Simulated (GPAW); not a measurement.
Ta vacancy in TaC has these C sites:
A. atom 12: 1 Ta at 2.20 Å and 4 Ta at 2.22 Å (square pyramidal), then 4 C at 3.11 Å and 4 C at 3.14 Å
B. atom 15: 6 Ta at 2.22 Å (octahedral), then 12 C at 3.14 Å and 4 Ta at 3.85 Å

Their C K edges were computed (GPAW, PBE, excited-electron core hole (neutral cell), 15-atom cell with 6.3 Å between holes, 4×4×4 k points, dipole transitions, Gaussian full width 0.9 eV up to 4 eV, rising linearly to 3.5 eV at 25 eV, without spin-orbit coupling) and are given in random order.

On one photon-energy scale, from the lowest onset; each scaled to a mean of 1 over its first 20 eV.

| E (eV) | spectrum 1 | spectrum 2 |
| --- | --- | --- |
| -2.0 | 0.00 | 0.00 |
| -1.5 | 0.00 | 0.00 |
| -1.0 | 0.00 | 0.00 |
| -0.5 | 0.00 | 0.06 |
| 0.0 | 0.02 | 0.36 |
| 0.5 | 0.22 | 0.79 |
| 1.0 | 0.81 | 0.77 |
| 1.5 | 1.03 | 1.01 |
| 2.0 | 1.05 | 1.58 |
| 2.5 | 1.43 | 1.70 |
| 3.0 | 1.45 | 1.86 |
| 3.5 | 1.84 | 1.60 |
| 4.0 | 1.94 | 0.99 |
| 4.5 | 1.35 | 0.58 |
| 5.0 | 0.87 | 0.61 |
| 5.5 | 0.71 | 0.79 |
| 6.0 | 0.68 | 0.86 |
| 6.5 | 0.64 | 0.81 |
| 7.0 | 0.66 | 0.88 |
| 7.5 | 0.91 | 1.17 |
| 8.0 | 1.30 | 1.52 |
| 8.5 | 1.74 | 1.63 |
| 9.0 | 1.94 | 1.61 |
| 9.5 | 1.95 | 1.70 |
| 10.0 | 1.94 | 1.71 |
| 10.5 | 1.74 | 1.55 |
| 11.0 | 1.41 | 1.37 |
| 11.5 | 1.20 | 1.35 |
| 12.0 | 1.18 | 1.46 |
| 12.5 | 1.26 | 1.51 |
| 13.0 | 1.27 | 1.36 |
| 13.5 | 1.14 | 1.09 |
| 14.0 | 0.93 | 0.84 |
| 14.5 | 0.73 | 0.67 |
| 15.0 | 0.58 | 0.56 |
| 15.5 | 0.49 | 0.49 |
| 16.0 | 0.44 | 0.46 |
| 16.5 | 0.42 | 0.45 |
| 17.0 | 0.42 | 0.44 |
| 17.5 | 0.42 | 0.42 |
| 18.0 | 0.41 | 0.39 |
| 18.5 | 0.37 | 0.35 |
| 19.0 | 0.33 | 0.31 |
| 19.5 | 0.31 | 0.29 |
| 20.0 | 0.30 | 0.27 |
| 20.5 | 0.30 | 0.26 |
| 21.0 | 0.31 | 0.27 |
| 21.5 | 0.31 | 0.27 |
| 22.0 | 0.30 | 0.28 |
| 22.5 | 0.29 | 0.29 |
| 23.0 | 0.27 | 0.31 |
| 23.5 | 0.26 | 0.33 |
| 24.0 | 0.27 | 0.38 |
| 24.5 | 0.30 | 0.43 |
| 25.0 | 0.35 | 0.50 |
| 25.5 | 0.42 | 0.56 |
| 26.0 | 0.50 | 0.62 |
| 26.5 | 0.59 | 0.68 |
| 27.0 | 0.67 | 0.73 |
| 27.5 | 0.75 | 0.79 |

The database entry behind the starting cell differs from later determinations by our own check (0.1 to 0.3 % short, probably kX units), so it need not match the best structure at ambient conditions.

Which spectrum belongs to which site?

Spectrum 1 is B (onset at +0.69 eV, maxima 0.7 eV (1.05), 3.1 eV (2.02), 9.1 eV (1.96) and 12.1 eV (1.28) above its own zero). Spectrum 2 is A (onset at +0.00 eV, maxima 0.7 eV (0.83), 3.0 eV (1.86), 9.8 eV (1.73) and 12.4 eV (1.51) above its own zero).

[Hosts, paths, dates, database ids (printed as entryN), source tags and the programs' standing remarks are cut or masked in the printed files.]

[Lists of maxima count a maximum above −3 eV only where it reaches 4 % of the highest in the window and stands out from its surroundings by 2 % of it (1.5 % where it reaches 55 %); shoulders and weaker maxima are passed over, and of the rest the first, up to two pre-edge ones and the few strongest are named.]
